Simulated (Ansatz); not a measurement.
BAs:

```
CELL_PARAMETERS angstrom
0.00000 2.38850 2.38850
2.38850 0.00000 2.38850
2.38850 2.38850 0.00000
ATOMIC_POSITIONS crystal
As 0.75000 0.75000 0.75000
B 0.00000 0.00000 0.00000
```

| Item | Value |
| --- | --- |
| Program | Ansatz 0.2.0 |
| Task | relaxation of cell and atoms |
| Functional | revPBE |
| Potentials or basis | Ansatz PAW |
| Cutoff | 420 eV (not typed: the program's choice for these potentials) |
| k mesh | 10 × 10 × 10 |
| Occupations | fermi-dirac, width 0.05 eV |
| Spin | no spin polarisation |

At the start: volume 13.63 Å³/atom.

Problem. Where does the relaxation end?

Solution. It ends after 5 steps and the volume is 14.11 Å³/atom (+3.5 %); space group F-43m (No. 216, to 0.05 Å).

The path:
```csv
step,energy change (eV),largest force (eV/Å),volume (Å³)
1,0.0000,0.0000,27.25
2,-0.0125,0.0000,27.94
3,-0.0134,0.0000,28.21
4,-0.0134,0.0000,28.22
5,-0.0140,0.0000,28.22
```

Final structure:
```
As B
1.0
     0.00000    2.41643    2.41643
     2.41643    0.00000    2.41643
     2.41643    2.41643    0.00000
As B
1 1
Direct
  0.75000 0.75000 0.75000
  0.00000 0.00000 0.00000
```

Caveat: the plane-wave basis is chosen anew once the cell has moved, so the energies of steps on either side of that aren't comparable; the PAW data sets come from PBE, with cores solved anew for the run's functional, which leaves a small shift of forces and pressure.
